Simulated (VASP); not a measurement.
Write the native input for VASP 6.6.1 that does the following.

| Quantity | Value |
| --- | --- |
| Task | relaxation of cell and atoms |
| Functional | BLYP |
| Dispersion | D3(BJ) |
| Potentials or basis | VASP PAW PBE potentials, release 64 (Pb_d, Se) |
| Cutoff | 600 eV |
| k mesh | 8 × 8 × 8 |
| Occupations | fermi-dirac, width 0.05 eV |
| Spin | no spin polarisation |
| Further INCAR settings | ALGO = Normal; EDIFF = 1e-06; IBRION = 2; EDIFFG = -0.01; NSW = 40; ISIF = 3 |

The structure of PbSe (Clausthalite) lies in POSCAR:

```
PbSe
1.0
    0.0000000000      3.0606500000      3.0606500000
    3.0606500000      0.0000000000      3.0606500000
    3.0606500000      3.0606500000      0.0000000000
Pb Se
1 1
Direct
    0.0000000000      0.0000000000      0.0000000000
    0.5000000000      0.5000000000      0.5000000000
```

These files were run (other wordings do the same):

INCAR

```
SYSTEM = PbSe
AGGAC = 1.0 ; AGGAX = 1.0
ALDAC = 0.0 ; ALDAX = 1.0
ALGO = Normal ; EDIFF = 1E-6
EDIFFG = -0.01 ; ENCUT = 600
GGA = B5 ; IBRION = 2
ISIF = 3 ; ISMEAR = -1
IVDW = 12 ; LASPH = .TRUE.
LCHARG = .FALSE. ; LREAL = .FALSE.
LWAVE = .FALSE. ; NELM = 100
NSW = 40 ; PREC = Accurate
SIGMA = 0.05 ; VDW_A1 = 0.4298
VDW_A2 = 4.2359 ; VDW_S6 = 1.0
VDW_S8 = 2.6996
```

KPOINTS

```
k-points
0
G
  8 8 8
  0 0 0
```

Potentials or basis: VASP PAW PBE potentials, release 64 (Pb_d, Se).

The run is started by

```bash
$ cat potpaw_PBE.64/Pb_d/POTCAR potpaw_PBE.64/Se/POTCAR > POTCAR
$ mpirun -np 1 vasp_std > vasp.out
```

It gave:

```json
{
  "Relaxed volume": "29.31 Å³/atom",
  "Relaxed cell": "a = 4.360 Å, b = 4.360 Å, c = 4.360 Å, α = 60.00°, β = 60.00°, γ = 60.00°",
  "Space group after relaxing (to 0.05 Å)": "Fm-3m (No. 225)",
  "Energy gained by relaxing": "2.3 meV/atom",
  "Ionic steps": "3",
  "Pressure after relaxing": "0.0 GPa",
  "Band gap on the k mesh": "0.46 eV, direct",
  "Dispersion energy per atom": "-0.846 eV"
}
```

Caveat: the PAW data sets were made with another functional, which shifts forces and pressure a little; spin-orbit coupling is left out, which as a rule narrows the gap of such compounds by several tenths of an eV.

Wall time 82 s on 1 thread of Intel(R) Xeon(R) Platinum 8259CL CPU @ 2.50GHz (Skylake/Cascade Lake), on a shared host, peak memory 0.22 GiB.
